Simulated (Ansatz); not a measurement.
**Property card for CuAu3**

All numbers below come from Ansatz 0.2.0, DFT PBEsol, scalar-relativistic, plane waves, PAW.

Plane waves to 420 eV, a k mesh through Γ of 10×10×10 on the computed 4-atom cell and Gaussian smearing (0.10 eV); no spin polarisation.

The structure is relaxed at this level of theory with its symmetry kept. Whether it is the stable form of this composition wasn't checked.

```cif
data_structure
_symmetry_space_group_name_H-M 'Pm-3m'
_symmetry_Int_Tables_number 221
_cell_length_a 3.9743
_cell_length_b 3.9743
_cell_length_c 3.9743
_cell_angle_alpha 90.000
_cell_angle_beta 90.000
_cell_angle_gamma 90.000
_cell_volume 62.77
loop_
_atom_site_label
_atom_site_type_symbol
_atom_site_symmetry_multiplicity
_atom_site_Wyckoff_symbol
_atom_site_fract_x
_atom_site_fract_y
_atom_site_fract_z
_atom_site_occupancy
Cu1 Cu 1 a 0.00000 0.00000 0.00000 1
Au1 Au 3 c 0.00000 0.50000 0.50000 1
```

- Space group: Pm-3m (No. 221)
- Volume per atom: 15.69 Å³
- Formation energy from the elements' standard states (uncorrected): -0.021 eV/atom
- Kohn–Sham band gap: none (metal)
- Density of states at the Fermi level: 0.97 states/eV per cell
- Löwdin character within 0.5 eV of the Fermi level: Au 6s 32 %, Au 5d 26 %, Cu 4s 9 %, Cu 3d 9 %, unprojected 25 %
- Bulk modulus: 170 GPa
- Its pressure derivative: 5.7
- Bader charges (e): Cu (1 in the cell) 0.39, Au (3 in the cell) -0.13

Spin-orbit coupling is left out, which matters for the bands of heavy elements.